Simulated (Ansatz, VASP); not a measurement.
## Ru: VASP beside Ansatz

Contents of INCAR:

```
PREC = Accurate
ENCUT = 520
EDIFF = 1E-6
ISMEAR = -1
SIGMA = 0.08
LREAL = F
LASPH = T
NELM = 60
ALGO = Normal
ISIF = 2
LWAVE = F
LCHARG = F
GGA = PE
NBANDS = 13
```

Contents of KPOINTS:

```
Automatic mesh
0
Gamma
  13 13 13
```

Contents of POSCAR:

```
Ru
1.0
    2.4904377187      0.0000000000      0.0000000000
    0.0000000000      2.4904377187      0.0000000000
    0.0000000000      0.0000000000      2.4904377187
Ru
1
Direct
    0.0000000000      0.0000000000      0.0000000000
```

Input for Ansatz:

```yaml
crystal:
  lattice:
    - [2.4904377187, 0.0, 0.0]
    - [0.0, 2.4904377187, 0.0]
    - [0.0, 0.0, 2.4904377187]
  atoms:
    - { symbol: Ru, position: [0.0, 0.0, 0.0] }
kpoints:
  mp_grid: { grid: [13, 13, 13] }
scf:
  occupations: { method: fermi_dirac, width: 0.08 }
hamiltonian:
  xc: pbe
  pseudopotentials: { kind: all_electron, lapw: { basis_error: 0.00025 } }
output:
  forces: true
  stress: true
  eigenvalues: true
```

Change from the starting cell: volume scaled by 0.975.

Alike in both runs: task single point; functional PBE; k mesh 13 × 13 × 13; occupations fermi-dirac, width 0.08 eV; no spin polarisation.

|  | VASP | Ansatz |
| --- | --- | --- |
| version | VASP 6.6.1 | Ansatz 0.2.0 |
| potentials or method | VASP PAW PBE potentials, release 64 (Ru_pv) | all-electron LAPW, scalar-relativistic |
| plane-wave cutoff (eV) | 520 | see its input |

|  | VASP | Ansatz | Ansatz less VASP |
| --- | --- | --- | --- |
| pressure (GPa) | 6.0 | 5.9 | -0.16 |

Ansatz ran all-electron here, so the differences hold the error of VASP's frozen core and of both bases.
